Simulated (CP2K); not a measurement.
HfN under changes of volume

One of the cells (14.793 Å³/atom); the others are scaled copies at fixed shape and fractional positions:

```
Hf N
1.0
     3.47164    0.00000    0.00000
     1.73582    3.00653    0.00000
     1.73582    1.00218    2.83458
Hf N
1 1
Direct
  0.00000 0.00000 0.00000
  0.25000 0.25000 0.25000
```

The cell comes from a database or a generator and needn't be the stable form of this composition.

```yaml
Program: CP2K 2026.2
Functional: r2SCAN
Potentials_or_basis: POTENTIAL_UZH Hf GTH-SCAN-q12, N GTH-SCAN-q5; TZVP-MOLOPT-SCAN-GTH basis
Density_cutoff: 9184 eV
k_mesh: 9 × 9 × 9
Occupations: fermi-dirac, width 0.1 eV
Spin: no spin polarisation
```

```tsv
volume (Å³/atom)	energy over the lowest point (meV/atom)	pressure (GPa)
13.906	?	?
14.201	0.00	0.4
14.497	3.31	-3.7
14.793	13.90	-7.3
15.089	30.72	-10.7
15.385	53.35	-13.7
15.681	81.22	-16.4
```

Q: What does the run at 13.906 Å³/atom give?

A: Energy over the lowest point 4.67 meV/atom; pressure 5.0 GPa.

Worked out: A Birch-Murnaghan fit of order 3 (a polynomial in V^(-2/3)) to the other rows has its minimum at 14.22 Å³/atom with B0 = V·E''(V) = 204 GPa and B' = 4.1. It gives 4.48 meV/atom at 13.906 Å³/atom, against the run's 4.67, and -dE/dV = 4.7 GPa, against 5.0.

Energies are extrapolated to zero smearing.

Caveats: the basis of atomic orbitals isn't converged, which shifts pressures, moduli and gaps.
